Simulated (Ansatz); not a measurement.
Sb:

```
Sb
1.0
    -1.87134    1.87134    1.87134
     1.87134   -1.87134    1.87134
     1.87134    1.87134   -1.87134
Sb
1
Cartesian
  0.0000 0.0000 0.0000
```

This isn't the form of Sb at room conditions, which is rhombohedral.

Base run:

| Item | Value |
| --- | --- |
| Program | Ansatz 0.2.0 |
| Functional | r2SCAN |
| Potentials or basis | Ansatz PAW |
| Cutoff | 500 eV (not typed: the program's choice for these potentials) |
| k mesh | 10 × 10 × 10 |
| Occupations | fermi-dirac, width 0.05 eV |
| Spin | no spin polarisation |

Its results: band gap on the k mesh none (metal or under the smearing width); pressure 2.5 GPa.

Question: The run is repeated on the same cell with these changes: functional from r2SCAN to RPBE; cutoff from 500 eV (not typed: the program's choice for these potentials) to 420 eV (not typed: the program's choice for these potentials). What comes out?

Answer: Band gap on the k mesh none (metal or under the smearing width); pressure 4.6 GPa.

Caveats: spin-orbit coupling is left out, which moves the levels of the heavy elements; the PAW data sets come from PBE, with cores solved anew for the run's functional, which leaves a small shift of forces and pressure.
